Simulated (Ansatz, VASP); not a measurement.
# Two plane-wave programs on TaN

```xyz
2
Lattice="0.1133 2.2371 2.2371 2.2371 0.1133 2.2371 2.2371 2.2371 0.1133" Properties=species:S:1:pos:R:3 pbc="T T T"
Ta    2.2937    2.2937    2.2937
N     0.0000    0.0000    0.0000
```

Alike in both runs: task single point; functional PBEsol; k mesh 20 × 20 × 20; occupations gaussian, width 0.15 eV; no spin polarisation.

|  | VASP | Ansatz |
| --- | --- | --- |
| version | VASP 6.6.1 | Ansatz 0.2.0 |
| potentials or method | VASP PAW PBE potentials, release 64 (Ta_pv, N) | scalar-relativistic, plane waves, PAW |
| plane-wave cutoff (eV) | 520 | 420 |
| valence electrons in the cell | 16 | 18 |

VASP gave:

- gap on the k mesh at the Fermi level (eV): none
- pressure (GPa): 5.8
- largest component of the traceless stress (GPa): 3.02

Question: Estimate Ansatz's values.

Answer: gap on the k mesh at the Fermi level (eV): none; pressure (GPa): 4.8; largest component of the traceless stress (GPa): 3.04.

A gap of «none» marks a metal or a gap that the smearing closes. The functional is the same, so the differences come from potentials, cutoffs and numerics. The two sets of potentials don't hold the same shells in valence.

Caveats: the PAW data sets were made with another functional, which shifts forces and pressure a little (VASP). The runs have no spin-orbit coupling, so splittings on Ta are missing.
